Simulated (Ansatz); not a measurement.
Trial structure of Fe2Pt3, not yet relaxed:

Space group Fmmm (No. 69). a = 4.173 Å, b = 4.224 Å, c = 16.103 Å, α = 90.00°, β = 90.00°, γ = 90.00°
```
atom  site  symmetry       x       y       z
  Fe    8i       mm2  0.5000  0.0000  0.2000
  Pt    8i       mm2  0.0000  0.0000  0.1000
  Pt    4b       mmm  0.5000  0.0000  0.0000
```

Method: Ansatz 0.2.0, DFT PBE, scalar-relativistic, plane waves, PAW. Settings: cutoff 420 eV, Γ-centred mesh 6×6×6 on the computed 5-atom cell, Gaussian smearing of 0.10 eV; collinear spin from starting moments 4.0 4.0 0.0 0.0 0.0 μB.

Energies over the elements count from the elements' standard structures at the same level, with no fitted energy shifts.

Q: Estimate its pressure, forces and energy as it stands.

A: The pressure is 10.2 GPa (the mean over three directions, positive in compression), the largest force is 2.69 eV/Å, and the energy is +0.10 eV/atom against the elements. The shortest distance is 2.64 Å.

Q: Is it a good guess?

A: A fair one: relaxing gains about 0.19 eV/atom (the start's value is from the coarse mesh, so the gain is rough) in 19 ionic steps and ends at −0.09 eV/atom on the finer mesh. The symmetry goes from Fmmm (No. 69) to I4/mmm (No. 139). The volume per atom grows by 1.1 %, from 14.2 to 14.3 Å³. The shortest distance goes from 2.64 Å (Fe–Pt, Fe–Fe and Pt–Pt) to 2.56 Å (Fe–Fe). Conventional cell: a = 2.773 Å, c = 18.656 Å. Fe has 4 Fe at 2.56 Å, 4 Pt at 2.64 Å and 4 Fe at 2.77 Å; Pt on a site of symmetry 4mm has 4 Fe at 2.64 Å and 8 Pt at 2.77–2.86 Å; around Pt on a site of symmetry 4/mmm lie 12 Pt at 2.77–2.86 Å.

The last run used collinear spin, an 18×18×18 mesh for its 5-atom cell and Gaussian smearing of 0.10 eV. These runs have no spin–orbit coupling, which can matter for Pt. The magnetic state reached may not be the lowest. The relaxation can't lower the symmetry of the start, and the grade says only how near the guess is to its own end. A structure relaxed within its symmetry needn't be a true minimum.
